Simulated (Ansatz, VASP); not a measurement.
**Two plane-wave programs on Mg4H**

```
Mg H
1.0
     3.18370    0.00000    0.00000
    -1.59185    2.75717    0.00000
     0.00000    0.00000   26.70819
Mg H
4 1
Cartesian
  1.5919 0.9191 8.5000
  0.0000 1.8381 11.0735
  1.5919 0.9191 13.5953
  0.0000 1.8381 16.1994
  -0.7959 3.2167 20.2178
```

Alike in both runs: task single point; functional PBEsol; k mesh 9 × 9 × 1; occupations gaussian, width 0.1 eV; no spin polarisation.

|  | VASP | Ansatz |
| --- | --- | --- |
| version | VASP 6.6.1 | Ansatz 0.2.0 |
| potentials or method | VASP PAW PBE potentials, release 64 (Mg, H) | scalar-relativistic, plane waves, PAW |
| plane-wave cutoff (eV) | 520 | 420 |
| valence electrons in the cell | 9 | 41 |

|  | VASP | Ansatz | Ansatz less VASP |
| --- | --- | --- | --- |
| gap on the k mesh at the Fermi level (eV) | none | none | - |
| rms of the force components (eV/Å) | 0.067 | 0.068 | +0.0007 |

Atom by atom the forces differ by 0.001 eV/Å (rms over components). A gap of «none» marks a metal or a gap that the smearing closes. The two sets of potentials don't hold the same shells in valence. Ansatz warned: «xc_potential_rough_in_thin_density».

Caveats: the PAW data sets were made with another functional, which shifts forces and pressure a little (VASP).
